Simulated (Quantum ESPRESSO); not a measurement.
# InP (F-43m) in Quantum ESPRESSO: convergence with wavefunction cutoff

Aim: find how far wavefunction cutoff must go before the results for InP settle, at LDA. This setting moves, with any that are tied to it; all else stays.

Program: Quantum ESPRESSO 7.5. These are calculated values, not measurements. Logs are shortened: lines on timing, memory, paths and dates and some standing lists are left out, and cuts for length are marked.

**1. The crystal as given**

Symmetry: F-43m, No. 216, cubic system. The conventional cell has a = 5.861 Å, b = 5.861 Å, c = 5.861 Å, α = 90.00°, β = 90.00°, γ = 90.00°. Around In (site symmetry -43m) lie 4 P at 2.54 Å. P (site symmetry -43m) is surrounded by 4 In at 2.54 Å.

**2. With wavefunction cutoff 28 Ry**

Input file pw.in:

```
&CONTROL
  calculation = 'scf'
  prefix = 'pwscf'
  outdir = './tmp'
  pseudo_dir = './pseudo'
  tprnfor = .true.
  tstress = .true.
  disk_io = 'nowf'
/
&SYSTEM
  ibrav = 0
  nat = 2
  ntyp = 2
  ecutwfc = 28
  nbnd = 15
  occupations = 'smearing'
  smearing = 'mv'
  degauss = 0.00734986
/
&ELECTRONS
  conv_thr = 4d-10
  electron_maxstep = 120
  mixing_beta = 0.5
/
ATOMIC_SPECIES
In   114.8180 In.upf
P     30.9738 P.upf
CELL_PARAMETERS angstrom
   0.0000000000    2.9305000000    2.9305000000
   2.9305000000    0.0000000000    2.9305000000
   2.9305000000    2.9305000000    0.0000000000
ATOMIC_POSITIONS crystal
In     0.0000000000    0.0000000000    0.0000000000
P      0.7500000000    0.7500000000    0.7500000000
K_POINTS automatic
8 8 8 0 0 0
```

Potentials or basis: PseudoDojo 0.4.1 SR LDA standard.

On the command line:

```
OMP_NUM_THREADS=1 pw.x -in pw.in > pw.out
```

Wall time 1.8 min (1 thread of Arm Neoverse N1, shared host); peak memory 0.05 GiB.

The calculation stopped without meeting its thresholds.

**3. With wavefunction cutoff 35 Ry**

Changes to pw.in since step 2:

```diff
@@ -13,3 +13,3 @@
   ntyp = 2
-  ecutwfc = 28
+  ecutwfc = 35
   nbnd = 15
```

Potentials or basis: PseudoDojo 0.4.1 SR LDA standard.

On the command line:

```
OMP_NUM_THREADS=1 pw.x -in pw.in > pw.out
```

Wall time 13 s (1 thread of Arm Neoverse N1, shared host); peak memory 0.05 GiB.

Results:

```
Free energy            : -1977.8010 eV
Pressure               : -189.7 GPa
Band gap on the k mesh : 0.43 eV, direct
```

**4. With wavefunction cutoff 42 Ry**

Changes to pw.in since step 3:

```diff
@@ -13,3 +13,3 @@
   ntyp = 2
-  ecutwfc = 35
+  ecutwfc = 42
   nbnd = 15
```

On the command line:

```
OMP_NUM_THREADS=1 pw.x -in pw.in > pw.out
```

It took 22 s on 1 thread of Arm Neoverse N1, shared host; peak memory 0.05 GiB.

What came out:

- Free energy: -1988.5524 eV
- Pressure: -73.2 GPa
- Band gap on the k mesh: 0.46 eV, direct

**5. With wavefunction cutoff 49 Ry**

Changes to pw.in since step 4:

```diff
@@ -13,3 +13,3 @@
   ntyp = 2
-  ecutwfc = 42
+  ecutwfc = 49
   nbnd = 15
```

On the command line:

```
OMP_NUM_THREADS=1 pw.x -in pw.in > pw.out
```

Wall time 21 s (1 thread of Arm Neoverse N1, shared host); peak memory 0.05 GiB.

Results:

| Item | Value |
| --- | --- |
| Free energy | -1991.6426 eV |
| Pressure | -21.6 GPa |
| Band gap on the k mesh | 0.48 eV, direct |

**6. With wavefunction cutoff 56 Ry**

Changes to pw.in since step 5:

```diff
@@ -13,3 +13,3 @@
   ntyp = 2
-  ecutwfc = 49
+  ecutwfc = 56
   nbnd = 15
```

Potentials or basis: PseudoDojo 0.4.1 SR LDA standard.

On the command line:

```
OMP_NUM_THREADS=1 pw.x -in pw.in > pw.out
```

Wall time 29 s (1 thread of Arm Neoverse N1, shared host); peak memory 0.06 GiB.

Results (log left out):

- Free energy: -1992.2977 eV
- Pressure: -5.2 GPa
- Band gap on the k mesh: 0.49 eV, direct

**7. With wavefunction cutoff 63 Ry**

Changes to pw.in since step 6:

```diff
@@ -13,3 +13,3 @@
   ntyp = 2
-  ecutwfc = 56
+  ecutwfc = 63
   nbnd = 15
```

On the command line:

```
OMP_NUM_THREADS=1 pw.x -in pw.in > pw.out
```

It took 31 s on 1 thread of Arm Neoverse N1, shared host; peak memory 0.06 GiB.

Results (log left out):

- Free energy: -1992.3894 eV
- Pressure: -1.7 GPa
- Band gap on the k mesh: 0.49 eV, direct

**8. With wavefunction cutoff 70 Ry**

Changes to pw.in since step 7:

```diff
@@ -13,3 +13,3 @@
   ntyp = 2
-  ecutwfc = 63
+  ecutwfc = 70
   nbnd = 15
```

On the command line:

```
OMP_NUM_THREADS=1 pw.x -in pw.in > pw.out
```

Run time: 57 s. Hardware: 1 thread of Arm Neoverse N1, shared host; peak memory 0.07 GiB.

Results (log left out):

```
Free energy            : -1992.3952 eV
Pressure               : -1.3 GPa
Band gap on the k mesh : 0.49 eV, direct
```

**9. With wavefunction cutoff 84 Ry**

Changes to pw.in since step 8:

```diff
@@ -13,3 +13,3 @@
   ntyp = 2
-  ecutwfc = 70
+  ecutwfc = 84
   nbnd = 15
```

Potentials or basis: PseudoDojo 0.4.1 SR LDA standard.

On the command line:

```
OMP_NUM_THREADS=1 pw.x -in pw.in > pw.out
```

Wall time 58 s (1 thread of Arm Neoverse N1, shared host); peak memory 0.09 GiB.

The run converged. Its results:

```yaml
Free_energy: -1992.3957 eV
Pressure: -1.3 GPa
Band_gap_on_the_k_mesh: 0.49 eV, direct
```

**10. With wavefunction cutoff 105 Ry**

Changes to pw.in since step 9:

```diff
@@ -13,3 +13,3 @@
   ntyp = 2
-  ecutwfc = 84
+  ecutwfc = 105
   nbnd = 15
```

Potentials or basis: PseudoDojo 0.4.1 SR LDA standard.

On the command line:

```
OMP_NUM_THREADS=1 pw.x -in pw.in > pw.out
```

pw.out:

```text
This program is part of the open-source Quantum ESPRESSO suite
     for quantum simulation of materials; please cite
         "P. Giannozzi et al., J. Phys.:Condens. Matter 21 395502 (2009);
         "P. Giannozzi et al., J. Phys.:Condens. Matter 29 465901 (2017);
         "P. Giannozzi et al., J. Chem. Phys. 152 154105 (2020);
     in publications or presentations arising from this work. More details at

     Message from routine setup:
     using ibrav=0 with symmetry is DISCOURAGED, use correct ibrav instead

     G-vector sticks info
     --------------------
     sticks:   dense  smooth     PW     G-vecs:    dense   smooth      PW
     Sum        1789    1789    511                49493    49493    7631

     Using Slab Decomposition

     bravais-lattice index     =            0
     lattice parameter (alat)  =       7.8317  a.u.
     unit-cell volume          =     339.6658 (a.u.)^3
     number of atoms/cell      =            2
     number of atomic types    =            2
     number of electrons       =        18.00
     number of Kohn-Sham states=           15
     kinetic-energy cutoff     =     105.0000  Ry
     charge density cutoff     =     420.0000  Ry
     scf convergence threshold =      4.0E-10
     mixing beta               =       0.5000
     number of iterations used =            8  plain     mixing
     Exchange-correlation= SLA  PW   NOGX NOGC
                           (   1   4   0   0   0   0   0)

     celldm(1)=   7.831692  celldm(2)=   0.000000  celldm(3)=   0.000000
     celldm(4)=   0.000000  celldm(5)=   0.000000  celldm(6)=   0.000000

     crystal axes: (cart. coord. in units of alat)
               a(1) = (   0.000000   0.707107   0.707107 )
               a(2) = (   0.707107   0.000000   0.707107 )
               a(3) = (   0.707107   0.707107   0.000000 )

     reciprocal axes: (cart. coord. in units 2 pi/alat)
               b(1) = ( -0.707107  0.707107  0.707107 )
               b(2) = (  0.707107 -0.707107  0.707107 )
               b(3) = (  0.707107  0.707107 -0.707107 )

     PseudoPot. # 1 for In read from file:
     In.upf
     Pseudo is Norm-conserving + core correction, Zval = 13.0
[... 75 lines left out ...]
     Davidson diagonalization with overlap
     ethr =  1.00E-02,  avg # of iterations =  4.4

     Threshold (ethr) on eigenvalues was too large:
     Diagonalizing with lowered threshold

     Davidson diagonalization with overlap
     ethr =  5.43E-04,  avg # of iterations =  1.7

     total energy              =    -146.41766321 Ry
     estimated scf accuracy    <       0.09535908 Ry
[... 64 lines left out ...]
     iteration #  9     ecut=   105.00 Ry     beta= 0.50
     Davidson diagonalization with overlap
     ethr =  1.09E-11,  avg # of iterations =  2.1

     End of self-consistent calculation

          k = 0.0000 0.0000 0.0000 (  6183 PWs)   bands (ev):

    -7.3301  -7.3301  -7.3301  -7.1769  -7.1769  -4.6744   6.8829   6.8829
     6.8829   7.3689  10.8480  10.8480  10.8480  15.1571  16.3010
[... 93 lines left out ...]
    -7.4863  -7.2568  -7.2395  -7.2044  -7.1565  -2.2685   1.1514   3.5171
     4.9127   9.0922  11.1615  14.2658  14.3002  14.9432  16.7041

          k =-0.7071 0.0000 0.0000 (  6218 PWs)   bands (ev):

    -7.5145  -7.2294  -7.2248  -7.2248  -7.1415  -2.2571   1.0067   4.5271
     4.5271   8.4885   9.0016  15.8929  16.2977  16.2977  17.6996

          k = 0.3536 0.1768 0.0000 (  6172 PWs)   bands (ev):
[... 26 lines left out ...]
    -7.4686  -7.2763  -7.2468  -7.1910  -7.1652  -2.4620   1.3792   3.5817
     4.8952  10.2273  11.5675  12.0562  14.3443  14.9277  16.7065

          k =-0.7071 0.1768-0.0000 (  6166 PWs)   bands (ev):

    -7.4989  -7.2460  -7.2325  -7.2123  -7.1497  -2.2167   1.0766   4.1837
     4.1891   9.4318   9.8539  14.4118  14.4730  16.7144  18.0013

          k =-0.7071 0.3536 0.0000 (  6180 PWs)   bands (ev):

    -7.4803  -7.2702  -7.2334  -7.1981  -7.1618  -2.1752   1.1549   3.8794
     3.9109  11.0727  11.1573  12.2970  12.9366  16.8601  18.0870

     the Fermi energy is     7.2023 ev

     WARNING: integrated charge=    18.00001420, expected=    18.00000000

!    total energy              =    -146.43841148 Ry
     estimated scf accuracy    <          3.5E-10 Ry
     smearing contrib. (-TS)   =       0.00000008 Ry
     internal energy E=F+TS    =    -146.43841156 Ry

     The total energy is F=E-TS. E is the sum of the following terms:
     one-electron contribution =     -49.86335183 Ry
     hartree contribution      =      36.70530023 Ry
     xc contribution           =     -43.55995576 Ry
     ewald contribution        =     -89.72040420 Ry

     convergence has been achieved in   9 iterations

     Forces acting on atoms (cartesian axes, Ry/au):

     atom    1 type  1   force =    -0.00000000    0.00000000    0.00000000
     atom    2 type  2   force =    -0.00000000   -0.00000000    0.00000000

     Total force =     0.000000     Total SCF correction =     0.000000

     Computing stress (Cartesian axis) and pressure

          total   stress  (Ry/bohr**3)                   (kbar)     P=      -13.50
  -0.00009174   0.00000000   0.00000000          -13.50        0.00        0.00
   0.00000000  -0.00009174   0.00000000            0.00      -13.50        0.00
   0.00000000   0.00000000  -0.00009174            0.00        0.00      -13.50

=------------------------------------------------------------------------------=
   JOB DONE.
=------------------------------------------------------------------------------=
```

Wall time 1.8 min (1 thread of Arm Neoverse N1, shared host); peak memory 0.11 GiB.

Results:

* Free energy: -1992.3961 eV
* Pressure: -1.3 GPa
* Band gap on the k mesh: 0.49 eV, direct

**11. Result**

```tsv
wavefunction cutoff	energy less the tightest run, at zero smearing (meV/atom)	pressure (GPa)	gap on the mesh (eV)	SCF cycles	CPU time (s)	peak memory (GiB)
28 Ry	not converged	-	-	-	-	-
35 Ry	7297.53	-189.66	0.433	9	13	0.05
42 Ry	1921.84	-73.24	0.460	9	22	0.05
49 Ry	376.77	-21.55	0.485	8	21	0.05
56 Ry	49.18	-5.20	0.486	9	29	0.06
63 Ry	3.36	-1.73	0.486	9	31	0.06
70 Ry	0.44	-1.35	0.486	9	57	0.07
84 Ry	0.21	-1.35	0.486	9	58	0.09
105 Ry	0.00	-1.35	0.486	9	110	0.11
```

Against the tightest run, the energy stays within 1 meV/atom from 70 Ry on; the pressure stays within 0.1 GPa from 70 Ry on; the gap on the mesh stays within 0.01 eV from 49 Ry on. The tightest run that finished is the yardstick and may itself not be fully converged.

Caveats: this smearing can shift energies of a crystal with a gap; spin-orbit coupling is left out, which moves the levels of the heavy elements.
